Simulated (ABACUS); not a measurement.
Write the native input for ABACUS 3.10.1 that does the following.

| Property | Result |
| --- | --- |
| Task | band structure |
| Functional | rSCAN |
| Potentials or basis | SG15 ONCV 1.2 PBE |
| Cutoff | 1075 eV |
| Density cutoff | 4299 eV |
| Basis | plane waves |
| Occupations | fermi-dirac, width 0.05 eV |
| Spin | no spin polarisation |
| Radial cutoff of the potentials (pseudo_rcut) | 10 bohr |
| Threshold of the eigensolver | 1e-07 Ry |
| Density | read from an earlier self-consistent run |
| Path | G-X-W-K-G-L-U-W-L-K, U-X |
| Points for each segment of the path | 10 |
| SCF threshold on the density | 1e-08 |
| Max SCF steps | 100 |
| Eigensolver | dav |
| Mixing | broyden |
| Mixing share | 0.7 |
| Symmetry key | -1 |
| Bands | 15 |

The system is Sr.

```xyz
1
Lattice="0.0000 3.0423 3.0423 3.0423 0.0000 3.0423 3.0423 3.0423 0.0000" Properties=species:S:1:pos:R:3 pbc="T T T"
Sr    0.0000    0.0000    0.0000
```

The input as run:

INPUT

```
INPUT_PARAMETERS
suffix              Sr
calculation         nscf
basis_type          pw
pseudo_dir          ./
symmetry            -1
dft_functional      MGGA_X_RSCAN+MGGA_C_RSCAN
ecutwfc             79.0
pseudo_rcut         10
nspin               1
nbands              15
ks_solver           dav
smearing_method     fd
smearing_sigma      0.00367493
scf_thr             1e-08
scf_nmax            100
mixing_type         broyden
mixing_beta         0.7
mixing_tau          1
init_chg            file
pw_diag_thr         1e-07
out_band            1
kpar                4
```

STRU

```
ATOMIC_SPECIES
Sr 87.6200 Sr_ONCV_PBE-1.2.upf

LATTICE_CONSTANT
1.8897261246

LATTICE_VECTORS
0.0000000000 3.0423500000 3.0423500000
3.0423500000 0.0000000000 3.0423500000
3.0423500000 3.0423500000 0.0000000000

ATOMIC_POSITIONS
Direct

Sr
0.0
1
0.0000000000 0.0000000000 0.0000000000 1 1 1
```

KPT

```
K_POINTS
12
Line
0.00000000 0.00000000 0.00000000 10 // G
0.50000000 0.00000000 0.50000000 10 // X
0.50000000 0.25000000 0.75000000 10 // W
0.37500000 0.37500000 0.75000000 10 // K
0.00000000 0.00000000 0.00000000 10 // G
0.50000000 0.50000000 0.50000000 10 // L
0.62500000 0.25000000 0.62500000 10 // U
0.50000000 0.25000000 0.75000000 10 // W
0.50000000 0.50000000 0.50000000 10 // L
0.37500000 0.37500000 0.75000000 1 // K
0.62500000 0.25000000 0.62500000 10 // U
0.50000000 0.00000000 0.50000000 1 // X
```

Potentials or basis: SG15 ONCV 1.2 PBE, plane waves.

Run with:

```bash
$ OMP_NUM_THREADS=1 mpirun -np 4 abacus > log
```

Wall time 33 s on 4 MPI ranks on Intel(R) Xeon(R) Platinum 8488C (Sapphire Rapids) (shared host), peak memory 0.44 GiB a rank.
